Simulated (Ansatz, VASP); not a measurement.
# Two plane-wave programs on B

INCAR

```
SYSTEM = B
AGGAC = 1.0 ; AGGAX = 1.0
ALDAC = 0.0 ; ALDAX = 1.0
ALGO = Normal ; EDIFF = 1E-6
ENCUT = 520 ; GGA = B5
ISIF = 2 ; ISMEAR = -1
LASPH = .TRUE. ; LCHARG = .FALSE.
LREAL = .FALSE. ; LWAVE = .FALSE.
NBANDS = 8 ; NELM = 80
PREC = Accurate ; SIGMA = 0.1
```

KPOINTS

```
k-points
0
G
  18 18 18
  0 0 0
```

POSCAR

```
B
1.0
    1.9307618502      0.0000000000      0.0000000000
    0.0000000000      1.9307618502      0.0000000000
    0.0000000000      0.0000000000      1.9307618502
B
1
Direct
    0.0000000000      0.0000000000      0.0000000000
```

Input for Ansatz:

```yaml
crystal:
  lattice:
    - [1.9307618502, 0.0, 0.0]
    - [0.0, 1.9307618502, 0.0]
    - [0.0, 0.0, 1.9307618502]
  atoms:
    - { symbol: B, position: [0.0, 0.0, 0.0] }
hamiltonian:
  xc: blyp
  pseudopotentials:
    kind: paw
    azcp:
      B: "pseudopotentials/B.paw.azcp"
basis:
  ecutwfc: 420
  fft_grid_basis: typed
kpoints:
  mp_grid: { grid: [18, 18, 18], shift: [0, 0, 0] }
magnetization:
  spin_polarized: false
scf:
  occupations: { method: fermi_dirac, width: 0.1 }
  lower_state_search: "off"
output:
  stress: true
```

Alike in both runs: task single point; functional BLYP; k mesh 18 × 18 × 18; occupations fermi-dirac, width 0.1 eV; no spin polarisation.

```csv
,VASP,Ansatz
version,VASP 6.6.1,Ansatz 0.2.0
potentials or method,"VASP PAW PBE potentials, release 64 (B)","plane waves (420 eV) with PAW, scalar-relativistic"
plane-wave cutoff (eV),520,420
valence electrons in the cell,3,3
```

VASP gave:

* pressure (GPa): -6.9

Question: What did Ansatz give for the same quantities?

Answer: Pressure (GPa): -7.1.

With one functional, cell and mesh, what is left measures potentials, basis and numerics.

Caveats: the PAW data sets were made with another functional, which shifts forces and pressure a little (VASP).
